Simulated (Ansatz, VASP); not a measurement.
## InP in VASP and in Ansatz

```
In P
1.0
     0.00000    2.72823    2.72823
     2.72823    0.00000    2.72823
     2.72823    2.72823    0.00000
In P
1 1
Direct
  0.00000 0.00000 0.00000
  0.50000 0.50000 0.50000
```

Alike in both runs: functional PBEsol; k mesh 12 × 12 × 12; occupations gaussian, width 0.1 eV; no spin polarisation.

Ansatz relaxed the structure, and its values are those at the end. VASP's run is a single point on that final structure, the one shown.

```csv
,VASP,Ansatz
version,VASP 6.6.1,Ansatz 0.2.0
potentials or method,"VASP PAW PBE potentials, release 64 (In_d, P)","scalar-relativistic, plane waves, PAW"
plane-wave cutoff (eV),520,420
valence electrons in the cell,18,18
```

```csv
,VASP,Ansatz,Ansatz less VASP
gap on the k mesh at the Fermi level (eV),none,none,-
pressure (GPa),0.0,0.0,-0.04
```

A gap of «none» marks a metal or a gap that the smearing closes.

Caveats: the PAW data sets were made with another functional, which shifts forces and pressure a little (VASP).
